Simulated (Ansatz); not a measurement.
# AgCl: how the settings move a single-point run

How sensitive is a single-point run of AgCl to its settings? A reference run comes first, then one run with altered input.

Program: Ansatz 0.2.0. Level of theory: reference: DFT, PBEsol, PAW with Ansatz's default frozen-core files, scalar-relativistic. These are calculated values, not measurements.

## 1. The system as given

It takes space group Fm-3m (No. 225, cubic). Conventional cell: a = 5.470 Å, b = 5.470 Å, c = 5.470 Å, α = 90.00°, β = 90.00°, γ = 90.00°. Ag (site symmetry m-3m) has 6 Cl at 2.74 Å as nearest neighbours. Cl (site symmetry m-3m) is surrounded by 6 Ag at 2.74 Å.

As a file:

```
Ag Cl
1.0
     0.00000    2.73519    2.73519
     2.73519    0.00000    2.73519
     2.73519    2.73519    0.00000
Ag Cl
1 1
Direct
  0.00000 0.00000 0.00000
  0.50000 0.50000 0.50000
```

## 2. Reference

input.yaml reads:

```yaml
crystal:
  lattice:
    - [0.0, 2.7351899843, 2.7351899843]
    - [2.7351899843, 0.0, 2.7351899843]
    - [2.7351899843, 2.7351899843, 0.0]
  atoms:
    - { symbol: Ag, position: [0.0, 0.0, 0.0] }
    - { symbol: Cl, position: [0.5, 0.5, 0.5] }
kpoints:
  mp_grid: { grid: [9, 9, 9] }
scf:
  occupations: { method: fermi_dirac, width: 0.01 }
hamiltonian:
  xc: pbesol
  pseudopotentials: { kind: paw }
output:
  forces: true
  stress: true
  eigenvalues: true
  efg: { contact_densities: true }
```

Command:

```
ansatz run input.yaml --threads 1 --pin off --max-ram 2048MiB --backend cpu --events-out ev --progress --plain --runs-dir out
```

## 3. Changing settings: mp_grid.grid [7, 7, 7]

Changes to input.yaml since step 2:

```diff
@@ -9,3 +9,3 @@
 kpoints:
-  mp_grid: { grid: [9, 9, 9] }
+  mp_grid: { grid: [7, 7, 7] }
 scf:
```

What does the calculation give? Wanted: for each run, ending; energy change; pressure; gap; force.

As calculated:

```csv
run,ending,energy change,pressure (GPa),gap (eV),force (eV/Å),cycles,time
reference,converged,0,-0.7,0.78,0.00,6,3.7 s
"1: mp_grid.grid [7, 7, 7]",converged,+0.1 meV/atom,-0.7,0.81,0.00,6,2.9 s
```

Residual by cycle in the longest SCF loop of each run; runs are numbered as in the table. The quantity is the density residual dr2, in eV.

```csv
cycle,reference,run 1
1,0.0267,0.0266
2,0.00105,0.00105
3,2.0e-4,2.0e-4
4,3.2e-5,3.2e-5
5,4.9e-7,5.0e-7
6,9.2e-9,8.9e-9
```

What this shows: Changing the k-point mesh moves the energy by +0.1 meV/atom, and the gap on the mesh goes from 0.78 to 0.81 eV. The energy is not variational in the mesh, so the sign tells nothing. A gap read on a mesh depends on which points the mesh holds, and a coarse mesh shifts the density too.

The gaps are Kohn-Sham values of a semilocal functional, not quasiparticle or optical gaps. Such gaps usually fall short of the measured ones.
